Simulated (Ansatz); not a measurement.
# 1T-IrSeTe monolayer in a perpendicular field

Wanted: the out-of-plane response of the 1T-IrSeTe monolayer. A positive field points along +c.

Main program and level: Ansatz 0.2.0; plane-wave DFT, PBE-D3(BJ), Ansatz PAW (set soft_1); PAW set soft_1.

## 1. The structure

The cell holds 3 atoms: 1 Te, 1 Ir and 1 Se. Its edges and angles: a = 3.685 Å, b = 3.685 Å, c = 36.803 Å, α = 90.0°, β = 90.0°, γ = 120.0°. Vacuum lies along c.

## 2. Relaxing the slab

The starting cell is a guess, so the in-plane lattice and the atoms are relaxed first, with the slab cut off from its images along the normal.

File input.yaml:

```yaml
crystal:
  lattice:
    - [3.685307, 0.0, 0.0]
    - [-1.8426535, 3.1915694827, 0.0]
    - [0.0, 0.0, 36.8028290176]
  atoms:
    - { symbol: Te, position: [0.6666666667, 0.3333333333, 0.4605624201] }
    - { symbol: Ir, position: [0.0, 0.0, 0.5043453142], spin: 1.0 }
    - { symbol: Se, position: [0.3333333333, 0.6666666667, 0.5394375799] }
  periodic: [true, true, false]
magnetization:
  spin_polarized: true
kpoints:
  mp_grid: { grid: [12, 12, 1] }
hamiltonian:
  xc: pbe
  dispersion: d3bj
  pseudopotentials: { kind: paw, azcp: { folder: soft_1 } }
scf:
  occupations: { method: fermi_dirac, width: 0.05 }
  convergence: { dr2_threshold: 1.0e-09 }
relax:
  f_tol: 0.004
  max_steps: 90
  cell: {}
output:
  write_potential: true
  write_density: true
  volumetric_format: npy
```

On the command line:

```sh
> ansatz run input.yaml --threads 4 --pin off --max-ram 6144MiB --backend cpu --events-out ev --progress --plain --runs-dir out
```

Numbers of over 12 decimals in the logs are rounded to 6 here.

Output:

```text
Warning: relax.cell: scf.convergence.dr2_threshold = 1e-9 eV is looser than the 1.80198582388e-10 eV advised for a relaxation that steers and ends on the stress (1e-10 eV for each atom of the cell: 3, times the square of relax.cell.stress_2d_tol = 0.05 N/m over 12.9 Å (the atoms' height at the walk's start and 5 Å past either face), 3.875e-2 GPa, over a crystal's default 0.05). What an SCF threshold leaves in a stress goes as its square root, and in the free energy as the threshold itself, and one threshold admits the most on a small cell: [figures from the program's tests cut] Set scf.convergence.dr2_threshold to 1.80198582388e-10 eV or tighter. [rest of the remark cut]
Engine: ansatz 0.2.0, aarch64-unknown-linux-gnu
Pseudopotentials: kind: paw
Pseudopotential: Te, paw, valence charge 16, recommended cutoff 420 eV (normal), soft_1/Te.paw.azcp
Pseudopotential: Ir, paw, valence charge 17, recommended cutoff 420 eV (normal), soft_1/Ir.paw.azcp
Pseudopotential: Se, paw, valence charge 16, recommended cutoff 420 eV (normal), soft_1/Se.paw.azcp
Functional definition: PBE
  parameter kappa = 0.804
  parameter beta = 0.066725
  exchange = pbe_x(kappa = kappa, mu = beta*pi^2/3)
  correlation = pbe_c(beta = beta)
Crystal: 3 atoms, lattice volume = 432.872 Å³
Basis set: ecut = 420 eV, 8475 PW (Γ), exchange–correlation on 50×50×500 points (8 copies of the dense FFT grid, shifted against one another)
Bands: 30, of which v1, the nominal top of the filled ones, is band 25 counted from 1 (24 counted from 0)
Symmetry: 6 space group operations
Space group: P3m1 (ITA 156), of the structure as read, at distance tolerance 7.6e-5 Å
Magnetic group: BNS 156.49 (UNI 1279), of the structure as read, at distance tolerance 7.6e-5 Å
k-points: 19 of 144 (time reversal used)
Non-local potential: Te, projectors of the file, l = 0: 2, l = 1: 2, l = 2: 2, l = 3: 1
Non-local potential: Ir, projectors of the file, l = 0: 3, l = 1: 2, l = 2: 2, l = 3: 1
Non-local potential: Se, projectors of the file, l = 0: 2, l = 1: 2, l = 2: 3, l = 3: 1
PAW form: soft (Blöchl's): semilocal exchange-correlation on the pseudo side does not see the compensation charge
PAW one-centre angular grid: Te, 590 points (default); XC on 64 Gauss nodes
PAW one-centre angular grid: Ir, 590 points (default); XC on 64 Gauss nodes
PAW one-centre angular grid: Se, 590 points (default); XC on 64 Gauss nodes
Initial density: superposition of atomic densities (neutral atoms: chi_scale 0, normalization atom)
Starting moments: Σ|m| = 1 μB on 1 of 3 sites
Initial wavefunctions: pseudopotential atomic-orbital guess
Functional: x = pbe(κ = 0.804, μ = 0.219515), c = pbe(β = 0.066725)
iter 1 solved again at ethr=3.01e-3 eV; its pass at ethr=3.10e-3 eV (dr2=1.47e0 eV) is discarded
SCF iter   1: F=—  HF=-24386.699778 eV  |F-HF|=—  |Δ(HF+E_count)|=         —  Δρ=8.59e-3 (↑8.59e-3 ↓8.59e-3)  dr2=1.51e0  dr2_m=4.78e-2  M=0.690 μB ∫|m|=0.713 μB  β_m=0.30  ethr=3.01e-3  ⟨swp⟩=1.7  Hψ=10672  notcnv=0
Mixer restart at iter 1: flushing history
preconditioner: auto → LDOS  [metal: Δε(μ)=0.030 eV  Ē_g=8.935 eV  σ=0.050 eV  W_gap=0.15  n_scr=22 (ndim 8)  ℏωp=8.2 eV  f_vac=0.808  D(μ)=3.05/eV (n_scr^D=12)]
spin=Collinear: LDOS preconditioning applied to the charge; magnetization (m = ρ↑ − ρ↓) channel mixes plain (no charge-response kernel on spin).
SCF iter   2: F=—  HF=-24386.933648 eV  |F-HF|=—  |Δ(HF+E_count)|=   2.34e-1  Δρ=6.50e-3 (↑6.35e-3 ↓6.50e-3)  dr2=6.80e-1  dr2_m=3.75e-2  M=0.607 μB ∫|m|=0.630 μB  β_m=0.62  ethr=3.01e-3  ⟨swp⟩=3.5  Hψ=1829  notcnv=0  defer=3
SCF iter   3: F=—  HF=-24387.336728 eV  |F-HF|=—  |Δ(HF+E_count)|=   4.03e-1  Δρ=2.26e-3 (↑2.26e-3 ↓1.64e-3)  dr2=1.70e-2  dr2_m=1.28e-2  M=0.336 μB ∫|m|=0.358 μB  β_m=0.73  ethr=1.39e-3  ⟨swp⟩=4.6  Hψ=2327  notcnv=0  defer=25
SCF iter   4: F=—  HF=-24387.387152 eV  |F-HF|=—  |Δ(HF+E_count)|=         —  Δρ=2.22e-3 (↑1.93e-3 ↓2.22e-3)  dr2=2.69e-3  dr2_m=1.67e-2  M=0.086 μB ∫|m|=0.100 μB  β_m=0.73  ethr=3.46e-5  ⟨swp⟩=3.4  Hψ=2847  notcnv=0  defer=33
SCF iter   5: F=—  HF=-24387.385291 eV  |F-HF|=—  |Δ(HF+E_count)|=   1.86e-3  Δρ=5.35e-4 (↑4.66e-4 ↓5.35e-4)  dr2=3.86e-4  dr2_m=8.49e-4  M=0.033 μB ∫|m|=0.039 μB  β_m=0.82  ethr=5.48e-6  ⟨swp⟩=3.1  Hψ=2598  notcnv=0  defer=33
SCF iter   6: F=—  HF=-24387.385652 eV  |F-HF|=—  |Δ(HF+E_count)|=   3.61e-4  Δρ=1.11e-4 (↑9.81e-5 ↓1.11e-4)  dr2=5.41e-5  dr2_m=3.46e-5  M=0.011 μB ∫|m|=0.012 μB  β_m=0.86  ethr=7.89e-7  ⟨swp⟩=3.2  Hψ=2548  notcnv=0  defer=33
SCF iter   7: F=—  HF=-24387.385736 eV  |F-HF|=—  |Δ(HF+E_count)|=   8.33e-5  Δρ=3.66e-5 (↑3.66e-5 ↓3.28e-5)  dr2=1.19e-5  dr2_m=4.06e-6  M=0.004 μB ∫|m|=0.004 μB  β_m=0.93  ethr=1.10e-7  ⟨swp⟩=3.3  Hψ=2346  notcnv=0  defer=33
SCF iter   8: F=—  HF=-24387.385745 eV  |F-HF|=—  |Δ(HF+E_count)|=   8.97e-6  Δρ=1.29e-5 (↑1.04e-5 ↓1.29e-5)  dr2=1.39e-6  dr2_m=2.67e-7  M=0.001 μB ∫|m|=0.001 μB  β_m=0.85  ethr=2.42e-8  ⟨swp⟩=3.0  Hψ=2334  notcnv=0  defer=33
SCF iter   9: F=—  HF=-24387.385745 eV  |F-HF|=—  |Δ(HF+E_count)|=   3.98e-7  Δρ=3.11e-6 (↑2.30e-6 ↓3.11e-6)  dr2=8.05e-8  dr2_m=1.77e-8  M=0.000 μB ∫|m|=0.000 μB  β_m=0.84  ethr=2.84e-9  ⟨swp⟩=3.1  Hψ=2438  notcnv=0  defer=33
SCF iter  10: F=—  HF=-24387.385745 eV  |F-HF|=—  |Δ(HF+E_count)|=   3.79e-7  Δρ=9.64e-7 (↑9.64e-7 ↓8.34e-7)  dr2=9.86e-9  dr2_m=1.45e-9  M=0.000 μB ∫|m|=0.000 μB  β_m=0.85  ethr=1.64e-10  ⟨swp⟩=3.9  Hψ=2726  notcnv=0  defer=33
SCF iter  11: F=—  HF=-24387.385746 eV  |F-HF|=—  |Δ(HF+E_count)|=   5.34e-8  Δρ=3.43e-7 (↑2.95e-7 ↓3.43e-7)  dr2=1.06e-9  dr2_m=1.92e-10  M=0.000 μB ∫|m|=0.000 μB  β_m=0.79  ethr=2.01e-11  ⟨swp⟩=3.1  Hψ=2418  notcnv=0  defer=33
SCF iter  12: F=-24387.385746 eV  HF=-24387.385746 eV  |F-HF|=1.81e-9  |Δ(HF+E_count)|=   1.52e-8  Δρ=7.02e-8 (↑6.26e-8 ↓7.02e-8)  dr2=6.37e-11  dr2_m=5.58e-12  M=0.000 μB ∫|m|=0.000 μB  ethr=2.04e-12  ⟨swp⟩=8.9  Hψ=8503  notcnv=0
WARN: the starting moments were not kept: the SCF closed with an absolute magnetisation of 6.3e-6 μB, where they sum to 1 μB in size (1 site). That is at most 0.1 of that sum. Measured as dr2_m measures the in/out step, that magnetisation stands 3.7e-12 eV from none, at or under the dr2_threshold of 1.0e-9 eV: it is no larger than a step whose dr2_m would equal this threshold. The system may hold no moment; this SCF  [...]
SCF 1 converged in 12 iterations: F = -24387.385746 eV  dr2 = 6.37e-11
  greatest PAW one-centre occupation: 1.000 electrons in one spin orbital (limit 2), on the Ir atom at site 1 (counted from 0), in its partial waves of l = 0
[...]
Initial wavefunctions: pseudopotential atomic-orbital guess (no wavefunctions were taken with the density)
iter 1 solved again at ethr=1.24e-6 eV; its pass at ethr=3.10e-3 eV (dr2=6.09e-4 eV) is discarded
SCF iter   1: F=—  HF=-24387.390548 eV  |F-HF|=—  |Δ(HF+E_count)|=         —  Δρ=7.74e-5 (↑7.74e-5 ↓7.74e-5)  dr2=3.55e-6  dr2_m=4.24e-12  M=-0.000 μB ∫|m|=0.000 μB  β_m=0.65  ethr=1.24e-6  ⟨swp⟩=5.9  Hψ=12614  notcnv=0
preconditioner: auto → LDOS  [metal: Δε(μ)=0.011 eV  Ē_g=8.613 eV  σ=0.050 eV  W_gap=0.06  n_scr=18 (ndim 8)  ℏωp=8.1 eV  f_vac=0.813  D(μ)=2.93/eV (n_scr^D=12)]
spin=Collinear: LDOS preconditioning applied to the charge; magnetization (m = ρ↑ − ρ↓) channel mixes plain (no charge-response kernel on spin).
SCF iter   2: F=—  HF=-24387.396142 eV  |F-HF|=—  |Δ(HF+E_count)|=   5.59e-3  Δρ=2.72e-5 (↑2.72e-5 ↓2.72e-5)  dr2=5.38e-7  dr2_m=8.76e-13  M=-0.000 μB ∫|m|=0.000 μB  β_m=0.57  ethr=7.24e-9  ⟨swp⟩=4.5  Hψ=3150  notcnv=0
SCF iter   3: F=—  HF=-24387.397420 eV  |F-HF|=—  |Δ(HF+E_count)|=   1.28e-3  Δρ=8.47e-6 (↑8.47e-6 ↓8.47e-6)  dr2=1.01e-7  dr2_m=1.95e-13  M=-0.000 μB ∫|m|=0.000 μB  β_m=0.75  ethr=1.10e-9  ⟨swp⟩=3.9  Hψ=2313  notcnv=0
SCF iter   4: F=—  HF=-24387.397695 eV  |F-HF|=—  |Δ(HF+E_count)|=   2.75e-4  Δρ=7.98e-7 (↑7.98e-7 ↓7.98e-7)  dr2=3.75e-9  dr2_m=3.71e-14  M=-0.000 μB ∫|m|=0.000 μB  β_m=0.72  ethr=2.05e-10  ⟨swp⟩=3.9  Hψ=2243  notcnv=0
SCF iter   5: F=—  HF=-24387.397644 eV  |F-HF|=—  |Δ(HF+E_count)|=   5.12e-5  Δρ=2.07e-7 (↑2.07e-7 ↓2.07e-7)  dr2=5.24e-9  dr2_m=1.14e-14  M=-0.000 μB ∫|m|=0.000 μB  β_m=0.72  ethr=7.65e-12  ⟨swp⟩=5.1  Hψ=3296  notcnv=0  defer=4
SCF iter   6: F=—  HF=-24387.397644 eV  |F-HF|=—  |Δ(HF+E_count)|=   2.05e-7  Δρ=1.29e-7 (↑1.29e-7 ↓1.28e-7)  dr2=1.95e-9  dr2_m=4.00e-15  M=-0.000 μB ∫|m|=0.000 μB  β_m=0.86  ethr=7.65e-12  ⟨swp⟩=2.2  Hψ=1518  notcnv=0  defer=4
iter 7 met the thresholds in force, and the SCF goes on: an eigenvalue changes by 2.99 meV, over its tolerance of 0.05 meV (output.eigenvalues, Limitations)
SCF iter   7: F=-24387.397644 eV  HF=-24387.397644 eV  |F-HF|=1.80e-9  |Δ(HF+E_count)|=   2.08e-7  Δρ=3.35e-8 (↑3.35e-8 ↓3.35e-8)  dr2=1.55e-10  dr2_m=1.84e-16  M=-0.000 μB ∫|m|=0.000 μB  β_m=0.80  ethr=2.04e-12  ⟨swp⟩=20.2  Hψ=8604  notcnv=0
iter 8 met the thresholds in force, and the SCF goes on: an eigenvalue changes by 2.10 meV, over its tolerance of 0.05 meV (output.eigenvalues, Limitations)
SCF iter   8: F=-24387.397644 eV  HF=-24387.397644 eV  |F-HF|=8.12e-9  |Δ(HF+E_count)|=   6.15e-9  Δρ=1.59e-8 (↑1.59e-8 ↓1.59e-8)  dr2=1.33e-11  dr2_m=9.99e-18  M=-0.000 μB ∫|m|=0.000 μB  β_m=1.00  ethr=1.00e-12  ⟨swp⟩=9.2  Hψ=6731  notcnv=0
Mixer restart at iter 8: flushing history
iter 9 met the thresholds in force, and the SCF goes on: an eigenvalue changes by 0.17 meV, over its tolerance of 0.06 meV (output.eigenvalues, Limitations)
SCF iter   9: F=-24387.397644 eV  HF=-24387.397644 eV  |F-HF|=1.17e-9  |Δ(HF+E_count)|=   8.38e-9  Δρ=5.49e-8 (↑5.49e-8 ↓5.49e-8)  dr2=9.80e-10  dr2_m=1.02e-18  M=-0.000 μB ∫|m|=0.000 μB  β_m=1.00  ethr=1.00e-12  ⟨swp⟩=8.7  Hψ=6703  notcnv=0  κ⁻¹=1.0e0(r=1)
SCF iter  10: F=-24387.397644 eV  HF=-24387.397644 eV  |F-HF|=6.55e-11  |Δ(HF+E_count)|=  2.07e-10  Δρ=1.06e-8 (↑1.05e-8 ↓1.06e-8)  dr2=6.43e-12  dr2_m=9.09e-19  M=-0.000 μB ∫|m|=0.000 μB  ethr=1.00e-12  ⟨swp⟩=7.6  Hψ=6040  notcnv=0
the starting moments were not kept: the SCF closed with an absolute magnetisation of 2.6e-9 μB, where they sum to 1 μB in size (1 site). That is at most 0.1 of that sum. Measured as dr2_m measures the in/out step, that magnetisation stands 8.2e-19 eV from none, at or under the dr2_threshold of 1.0e-9 eV: it is no larger than a step whose dr2_m would equal this threshold.
SCF 7 converged in 10 iterations: F = -24387.397644 eV  dr2 = 6.43e-12
relax step   7: F+E_penalty+E_count = -24387.39764386 eV  Δ(F+E_penalty+E_count) = -3.643e-4 eV  max|allowed force component| = 4.333e-4 eV/Å  Δτ_max = 0.0000 Å  P = +0.008 N/m  Ω = 441.956 Å³  fix = [c, alpha, beta]  reactions: c +0.000 N/m  stress off target by 8.21e-3 N/m on what of the cell is left free  SCF on the basis re-selected at this cell (its energy is not comparable with the rows above)  (10 SCF iters)
basis re-selected at this cell: Δ(F+E_penalty+E_count) = -3.643e-4 eV, ΔP = -0.001 N/m vs the last step (what re-selecting the basis moved, of the pressure what is left beyond the Pulay correction that the steps carried, after the strain that the cell walked since its last selection, with what the two solves' SCF thresholds leave and, on support functions, any second-order correction that the steps lacked; it is no m [...]
SCF converged after 10 iterations
an eigenvalue changed by more than its tolerance at an iteration that met the thresholds in force, so the SCF went on 3 times, its first undamped step at iteration 8: the last check found none over its tolerance
Magnetization: -0.0000 μB (24.5000 up, 24.5000 down)
Absolute magnetization: 0.0000 μB (∫|ρ↑−ρ↓|, with the PAW one-centre terms)
Spin contamination: 0.0000 ħ² per cell (⟨S²⟩ above its minimum at these occupations)
Per-site moments (μB) at R_I (Å): [(-4.61733552132374e-10, 1.108968), (-9.80012148661819e-10, 1.021563), (-2.883749518668781e-10, 1.021563)]
Free energy (F): -24387.397644 eV
Harris-Foulkes:  -24387.397644 eV  (|F-HF|=6.55e-11)
Internal energy: -24387.374888 eV  (E = F + TS)
E sigma→0 (E₀):  -24387.386266 eV
Entropy (-TS):   -0.022756 eV (-7.585 meV/atom)
Fermi energy:    -4.853912 eV
--- Per-component energies (eV) ---
  E_band       = -1664.643276
  E_kinetic    = 824.813381
  E_local      = -146142.377263  (includes V_loc(G=0)·N_el)
  E_nonlocal   = -97.259110
  E_hartree    = 72532.518701
  E_xc         = -437.406377
  E_vxc        = -448.391193  (∫ρ·V_xc dr)
  E_paw        = -16067.598289  (= ΣΔE_a)
  E_vpaw       = -866.466795  (= ΣTr[D̂ρ^β])
  E_aug_tail   = 0.000077  (compensation charges beyond the density's cutoff)
  E_ewald      = 65000.906241
  E_disp       = -0.972250  (pairwise vdW)
  E_smearing   = -0.022756  (= −TS)
  E_closure    = 0.000000  (closes the sum)
  Σ components = -24387.397644   (vs F -24387.397644, Δ=0.00e0)
--- Forces (eV/Å), atoms counted from 1 ---
  atom   1  Te     0.00000000     0.00000000     0.00043298
  atom   2  Ir    -0.00000000     0.00000000    -0.00002298
  atom   3  Se     0.00000000    -0.00000000    -0.00041085
  max |Σ_I F_I| component: 8.46e-7 eV/Å
--- 2D stress c σ (N/m, compression-positive) ---
        0.008206      -0.000000       0.000000
       -0.000000       0.008206      -0.000000
        0.000000      -0.000000       0.000000
  P = ½ c Tr σ = 0.0082 N/m
--- Band table (eV; the first three rows and the last of 38) ---
  k-point 0 ↑: bands = [... 21 lower, -6.6749, -5.3450, -4.6593, -4.6593, -1.5436, -1.5436, -1.0829, -0.3255, ... 1 higher]
  k-point 1 ↑: bands = [... 21 lower, -6.6255, -5.5860, -4.6244, -4.6084, -2.1690, -1.7000, -0.8444, -0.2084, ... 1 higher]
  k-point 2 ↑: bands = [... 21 lower, -6.6826, -5.7335, -4.6326, -4.6100, -3.0495, -1.9788, -0.4051, 0.0890, ... 1 higher]
  k-point 18 ↓: bands = [... 21 lower, -7.9479, -6.5050, -5.6429, -5.2110, -3.6598, -2.3576, 0.0610, 2.0388, ... 1 higher]
  the weakly bound empty levels are not read free of the cell's end (no_gap_told)
--- Relaxed structure (6 steps of the walk, 6 accepted, 1 SCFs on fresh bases) ---
  F+E_penalty+E_count = -24387.39764386 eV   max|allowed force component| = 4.333e-4 eV/Å   (the final SCF, on the basis selected at the relaxed cell)
  cell:  # Å, volume = 441.9565 Å³
    - [3.723778, 0.0, 0]
    - [-1.861889, 3.224887, 0]
    - [0, 0, 36.8028290176]
  atoms:
    - { symbol: Te, position: [0.666667, 0.333333, 0.461076] }
    - { symbol: Ir, position: [0, 0, 0.504935] }
    - { symbol: Se, position: [0.333333, 0.666667, 0.538334] }
```

It took 1.8 min on 4 threads of Arm Neoverse V1, shared host; peak memory 1 GiB.

Step by step:

```
step  energy less that of the first step (eV)  largest force component (eV/Å)  volume (Å³)
   1                                   0.0000                          0.3854       432.87
   2                                  -0.0106                          0.0981       439.38
   3                                  -0.0110                          0.0794       439.93
   4                                  -0.0114                          0.0188       440.30
   5                                  -0.0115                          0.0077       441.07
   6                                  -0.0115                          0.0003       441.96
  7*                                  -0.0119                          0.0004       441.96
```

Relaxation steps marked * repeat the geometry before them on a plane-wave basis chosen anew for their cell, so energy and pressure can jump there.

Forces are held to the 6 operations that the run works with; a distortion that breaks them can't arise in this run.

```
cell as run  before  after  change
      a (Å)   3.685  3.724  +1.0 %
      b (Å)   3.685  3.724  +1.0 %
```

The atoms that moved most (Å, along periodic axes as changes of fractional coordinates times the final cell, across vacuum about the mean position):

```
atom     dx     dy      dz  length
 Se3  0.000  0.000  -0.041   0.041
 Ir2  0.000  0.000   0.022   0.022
 Te1  0.000  0.000   0.019   0.019
```

The relaxed structure:

```xyz
3
Lattice="3.7238 0.0000 0.0000 -1.8619 3.2249 0.0000 0.0000 0.0000 36.8028" Properties=species:S:1:pos:R:3
Te    1.8619    1.0750   16.9689
Ir    0.0000    0.0000   18.5830
Se    0.0000    2.1499   19.8122
```

This step gave:

```
energy at zero smearing : -24387.3863 eV
```

The lattice constant a goes from 3.685 to 3.724 Å.

(Part 1 of 2 ends here.)

[Logs are printed without paths, hosts, clocks, repeated set-up lines and the standing remarks that a program may print on its own settings, such as how far it seeks lower states.]

[Hosts, paths, dates, database ids (printed as entryN), source tags and the programs' standing remarks are cut or masked in the printed files.]

[Maps of the electrostatic potential energy from Ansatz leave out the sawtooth potential of an applied field or a dipole correction, so their vacuum need not be flat; planar profiles and work functions include it.]
